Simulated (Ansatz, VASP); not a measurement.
## P: VASP beside Ansatz

```
CELL_PARAMETERS angstrom
4.86649 0.00000 0.00000
0.00000 4.86649 0.00000
0.00000 0.00000 2.47178
ATOMIC_POSITIONS crystal
P 0.25000 0.25000 0.00000
P 0.25000 0.75000 0.00000
P 0.75000 0.25000 0.00000
P 0.75000 0.75000 0.00000
```

Change from the starting cell: the structure that the rattled cell fell into.

Alike in both runs: functional PBE; k mesh 10 × 10 × 18; occupations gaussian, width 0.1 eV; no spin polarisation.

Ansatz relaxed the structure, and its values are those at the end. VASP's run is a single point on that final structure, the one shown.

|  | VASP | Ansatz |
| --- | --- | --- |
| version | VASP 6.6.1 | Ansatz 0.2.0 |
| potentials or method | VASP PAW PBE potentials, release 64 (P) | scalar-relativistic, plane waves, PAW |
| plane-wave cutoff (eV) | 520 | 420 |
| valence electrons in the cell | 20 | 20 |

|  | VASP | Ansatz | Ansatz less VASP |
| --- | --- | --- | --- |
| gap on the k mesh at the Fermi level (eV) | none | none | - |
| pressure (GPa) | -0.3 | 0.0 | +0.28 |

A gap of «none» marks a metal or a gap that the smearing closes. With one functional, cell and mesh, what is left measures potentials, basis and numerics.
